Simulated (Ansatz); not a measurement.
PbSe built on the rocksalt prototype: a single-point calculation in Ansatz (r2SCAN). The cell was relaxed with r2SCAN and then strained (epitaxial -3.0 % in the plane normal to [111], free normal strain +3.06 %), with the atoms relaxed again with r2SCAN; k points keep the names of the unstrained zone.

The input:
```yaml
crystal:
  lattice:
    - [0.12470686, 3.120748013, 3.120748013]
    - [3.120748013, 0.12470686, 3.120748013]
    - [3.120748013, 3.120748013, 0.12470686]
  atoms:
    - { symbol: Pb, position: [0.0, 0.0, 0.0] }
    - { symbol: Se, position: [0.5, 0.5, 0.5] }
kpoints:
  mp_grid: { grid: [8, 8, 8] }
  band_path:
    path:
      - [0.0, 0.0, 0.0]
      - [0.5, 0.0, 0.5]
      - [0.625, 0.25, 0.625]
      - [0.375, 0.375, 0.75]
      - [0.5, 0.5, 0.5]
      - [0.5, 0.25, 0.75]
      - [0.0, 0.0, 0.5]
    npoints: 1
hamiltonian:
  xc: r2scan
scf:
  occupations: { method: fermi_dirac, width: 0.02 }
  n_extra_bands: 4
output:
  forces: true
  stress: true
  eigenvalues: true
  write_density: true
  write_potential: true
  elf: true
  volumetric_format: npy
```

Command: `ansatz run input.yaml --threads 2 --pin off --max-ram 20275MiB --backend cpu --events-out ev --progress --plain --runs-dir out`. It took 4.5 s on 2 threads of AMD EPYC 7R13 Processor (Zen 3) (shared host), load about 2.7 per core; peak host memory 0.82 GiB.

Output, abridged:
```
scf.n_extra_bands = 4 over 15 filled bands (N_el = 30.0): the run solves 19 bands
Functional definition: r2SCAN
Crystal: 2 atoms, lattice volume = 57.145 Å³
Basis set: ecut = 500 eV, 1435 PW (Γ)
Symmetry: 12 space group operations
Space group: R-3m (ITA 166)
k-points: 65 of 512
preconditioner: auto → none  [insulator: Δε(μ)=0.152 eV  σ=0.020 eV  ℏωp=22.0 eV]
SCF 1 converged in 6 iterations: F = -17400.307208 eV  dr2 = 5.85e-8
Free energy (F): -17400.307208 eV
Internal energy: -17400.307156 eV  (E = F + TS)
E sigma→0 (E₀):  -17400.307182 eV
Entropy (-TS):   -0.000051 eV (-0.026 meV/atom)
Fermi energy:    9.264478 eV
--- Stress (GPa, compression-positive) ---
        1.631507      -0.791962      -0.791962
       -0.791962       1.631507      -0.791962
       -0.791962      -0.791962       1.631507
  P = ⅓ Tr σ = 1.6315 GPa (16.315 kbar)
```

Levels at the listed points, from bands.tsv (eV from the Fermi energy, bands near the gap, counted from 0):
```tsv
# k_distance	band_10	band_11	band_12	band_13	band_14	band_15	band_16	band_17	band_18
# fermi_ev = 9.264478
# [0, 0, 0] at k_distance = 0.000000
# [0.5, 0, 0.5] at k_distance = 1.028451
# [0.625, 0.25, 0.625] at k_distance = 1.384804
# [0.375, 0.375, 0.75] at k_distance = 2.026926
# [0.5, 0.5, 0.5] at k_distance = 2.669049
# [0.5, 0.25, 0.75] at k_distance = 3.410508
# [0, 0, 0.5] at k_distance = 4.123214
# levels_relative_to = fermi_ev
0.000	-14.496	-6.690	-2.713	-2.194	-2.194	4.692	4.692	4.811	6.150
1.028	-12.983	-7.872	-5.506	-3.930	-3.533	3.701	5.517	5.590	6.311
1.385	-13.011	-8.647	-5.098	-3.036	-2.805	3.458	4.008	5.429	5.788
2.027	-13.011	-8.647	-5.098	-3.036	-2.805	3.458	4.008	5.429	5.788
2.669	-13.458	-9.606	-1.774	-1.774	-0.048	0.578	1.910	1.910	8.665
3.411	-12.956	-8.564	-4.746	-4.722	-1.220	1.802	4.810	5.145	7.786
4.123	-13.360	-9.336	-2.101	-1.902	-0.412	0.072	1.429	1.598	8.752
```
In order the rows are Γ, X, U, K, L, W, L.

Planar averages along the third cell vector, from rho_z.tsv and v_z.tsv (valence density with its augmentation; electrostatic potential energy of an electron, of which only differences have a meaning):
```
z (Å)  ρ (e/Å³)  v_es (eV)
 0.00     0.707       2.66
 0.12     0.690       2.70
 0.25     0.642       2.82
 0.37     0.574       3.04
 0.61     0.419       3.92
 0.74     0.351       4.62
 0.86     0.298       5.44
 0.98     0.262       6.25
 1.10     0.243       6.88
 1.23     0.240       7.24
 1.35     0.257       7.37
 1.47     0.300       7.38
 1.72     0.521       7.46
 1.84     0.719       7.53
 1.96     0.949       7.58
 2.08     1.143       7.62
 2.21     1.220       7.63
 2.33     1.143       7.62
 2.45     0.949       7.58
 2.58     0.719       7.53
 2.82     0.383       7.40
 2.94     0.300       7.38
 3.07     0.257       7.37
 3.19     0.240       7.24
 3.31     0.243       6.88
 3.43     0.262       6.25
 3.56     0.298       5.44
 3.68     0.351       4.62
 3.92     0.496       3.40
 4.05     0.574       3.04
 4.17     0.642       2.82
 4.29     0.690       2.70
```

With r2SCAN the valence top lies at L and the conduction bottom at L, 0.12 eV higher; the smallest vertical gap, at L, is 0.48 eV. The gap is the least over the mesh and the extra points. The mean pressure at these positions is +1.63 GPa, compression counted positive.

The values are computed, spin-unpolarised, and not measurements.

Spin-orbit coupling is left out; in compounds of Pb, Bi, Tl or Hg it can lower a gap by up to about 1 eV, split its edges or invert the bands.
